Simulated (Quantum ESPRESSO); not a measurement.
BN:

```xyz
2
Lattice="0.0000 1.8130 1.8130 1.8130 0.0000 1.8130 1.8130 1.8130 0.0000" Properties=species:S:1:pos:R:3 pbc="T T T"
N     0.9065    0.9065    0.9065
B     0.0000    0.0000    0.0000
```

The cell is a database's computed one.

Base run:

* Program: Quantum ESPRESSO 7.5
* Functional: PBE
* Potentials or basis: GBRV 1.5 PBE
* Cutoff: 612 eV
* Density cutoff: 4898 eV
* k mesh: 13 × 13 × 13
* Occupations: fermi-dirac, width 0.05 eV
* Spin: no spin polarisation

Its results: band gap on the k mesh 4.54 eV, indirect (least direct gap 8.78 eV); pressure -0.5 GPa.

Problem. The run is repeated on the same cell with these changes: potentials or basis from GBRV 1.5 PBE to SG15 PBE 1.2; cutoff from 612 eV to 1197 eV; density cutoff from 4898 eV to 4789 eV. What comes out?

Solution. Band gap on the k mesh 4.60 eV, indirect (least direct gap 8.76 eV); pressure -1.5 GPa.

A k mesh can miss the band edges.
